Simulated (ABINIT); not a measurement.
Input of an ABINIT 10.8.3 (patched build) run:

Contents of run.abi:

```
ndtset 7
getwfk -1
scalecart1 3*0.9795861087
scalecart2 3*0.9864848297
scalecart3 3*0.9932883884
scalecart4 3*1.0000000000
scalecart5 3*1.0066227096
scalecart6 3*1.0131594038
scalecart7 3*1.0196128224

pp_dirpath "./"
pseudos "Sn.GGA_PBE-JTH.xml, Se.GGA_PBE-JTH.xml"

acell 3*1.0
rprim
     0.0000000000     5.6880756351     5.6880756351
     5.6880756351     0.0000000000     5.6880756351
     5.6880756351     5.6880756351     0.0000000000
ntypat 2
znucl 50 34
natom 2
typat 1 2
xred
     0.0000000000     0.0000000000     0.0000000000
     0.5000000000     0.5000000000     0.5000000000

ecut 22.0
pawecutdg 44.0

kptopt 1
ngkpt 8 8 8
nshiftk 1
shiftk 0.0 0.0 0.0

ixc -106132

nband 14
occopt 3
tsmear 0.00183747

nstep 100
tolvrs 1.0e-9

iomode 3
prtwf 1
prtden 0
prteig 0
prtebands 0
enunit 1
```

Potentials or basis: JTH PAW PBE v2.0.

Command:

```bash
$ abinit run.abi > log 2>&1
```

Question: Predict the equilibrium volume.

Answer: 28.05 Å³/atom.

Question: What does it give for the bulk modulus?

Answer: 47 GPa.

Energy against volume, from the lowest point:
```csv
volume (Å³/atom),energy (meV/atom)
25.635,35.75
26.180,20.39
26.725,9.62
27.271,3.13
27.816,0.00
28.362,0.17
28.907,3.38
```

Caveat: pressures at fixed basis lie under the slope of the energies; the PAW data sets were made with another functional, which shifts forces and pressure a little. Zero-point motion and thermal expansion aren't in these numbers.
